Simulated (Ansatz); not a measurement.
## Band table of I (beta tin type)

```yaml
crystal:
  lattice:
    - [-2.54943, 2.54943, 1.34074]
    - [2.54943, -2.54943, 1.34074]
    - [2.54943, 2.54943, -1.34074]
  atoms:
    - { symbol: I, position: [0.62500, 0.87500, 0.75000] }
    - { symbol: I, position: [0.37500, 0.12500, 0.25000] }
```

The cell comes from a relaxation on PAW files under the same functional, begun from a prototype that needn't be the stable phase.

All numbers are PBE results (scalar-relativistic) from Ansatz 0.2.0, with a Γ-centred 12×12×12 k mesh, Fermi–Dirac smearing of 0.1 eV, no spin polarisation. Methods: LAPW: all electrons, basis error target 1 meV/atom.

This run: volume at 0.4 of the series' base cell.

Spin–orbit coupling is left out, which matters for the heavy atoms.

Path points, in fractions of the reciprocal vectors: Γ (0.000, 0.000, 0.000), X (0.000, 0.000, 0.500), M (-0.500, 0.500, 0.500), Z (0.319, 0.319, -0.319), Z0 (-0.319, 0.681, 0.319), P (0.250, 0.250, 0.250). The distance column jumps between branches of the path. Levels in eV from the Fermi level; bands 19 to 28, counted from the lowest band of the run. The gap is zero, the pressure 125.4 GPa.

```
# k(1/Å) point b19 b20 b21 b22 b23 b24 b25 b26 b27 b28
0.000 Γ -21.66 -12.90 -9.49 -9.49 -1.71 0.78 0.78 2.27 2.61 5.91
0.218 - -21.48 -13.87 -9.28 -8.74 -0.99 -0.58 -0.02 2.45 2.53 6.95
0.436 - -20.95 -15.61 -8.67 -7.52 -2.65 -1.66 1.01 2.10 2.28 7.17
0.654 - -20.07 -17.35 -7.67 -6.27 -4.61 -3.37 1.83 1.93 3.91 6.99
0.871 X -18.86 -18.86 -6.30 -6.30 -4.91 -4.91 1.76 1.76 6.70 6.70
1.089 - -18.71 -18.71 -8.28 -8.28 -2.67 -2.67 1.60 1.60 7.05 7.05
1.307 - -18.32 -18.32 -10.42 -10.42 0.08 0.08 1.44 1.44 7.83 7.83
1.525 - -17.80 -17.80 -12.01 -12.01 0.73 0.73 3.15 3.15 8.85 8.85
1.743 M -17.53 -17.53 -12.64 -12.64 0.66 0.66 4.30 4.30 9.92 9.92
2.051 - -18.67 -17.17 -12.31 -10.75 0.51 0.89 1.71 3.54 6.62 8.78
2.359 - -20.26 -16.09 -11.40 -6.97 -3.31 1.51 1.62 2.18 2.70 7.56
2.667 - -21.31 -14.36 -10.18 -7.26 -2.54 -0.39 1.15 2.27 2.28 6.73
2.975 Γ -21.66 -12.90 -9.49 -9.49 -1.71 0.78 0.78 2.27 2.61 5.91
3.349 - -21.12 -12.40 -9.02 -9.02 -1.46 -1.36 -1.25 0.68 0.68 5.14
3.723 - -19.52 -11.05 -7.92 -7.92 -6.41 -6.36 -1.32 -1.32 0.14 4.80
4.097 - -17.12 -11.69 -10.20 -8.05 -8.05 -7.25 -2.03 -2.03 2.45 6.93
4.471 Z -15.87 -14.57 -10.55 -10.06 -10.06 -3.59 0.57 0.57 5.67 8.05
5.863 Z0 -15.87 -14.57 -10.55 -10.06 -10.06 -3.59 0.57 0.57 5.67 8.05
6.075 - -16.43 -15.82 -11.13 -11.13 -8.49 -0.93 2.50 2.50 7.59 7.59
6.287 - -17.05 -16.73 -11.96 -11.96 -5.70 1.77 3.95 3.95 7.78 7.78
6.499 - -17.44 -17.30 -12.47 -12.47 -2.55 2.95 4.31 4.31 8.30 9.24
6.710 M -17.53 -17.53 -12.64 -12.64 0.66 0.66 4.30 4.30 9.92 9.92
7.582 X -18.86 -18.86 -6.30 -6.30 -4.91 -4.91 1.76 1.76 6.70 6.70
7.875 - -18.53 -18.53 -6.13 -6.13 -4.62 -4.62 -1.00 -1.00 7.50 7.50
8.168 - -17.57 -17.57 -6.62 -6.62 -3.79 -3.79 -3.68 -3.68 6.51 6.51
8.460 - -16.09 -16.09 -9.40 -9.40 -3.18 -3.18 -2.59 -2.59 4.00 4.00
8.753 P -14.97 -14.97 -11.13 -11.13 -2.53 -2.53 -1.82 -1.82 2.68 2.68
```
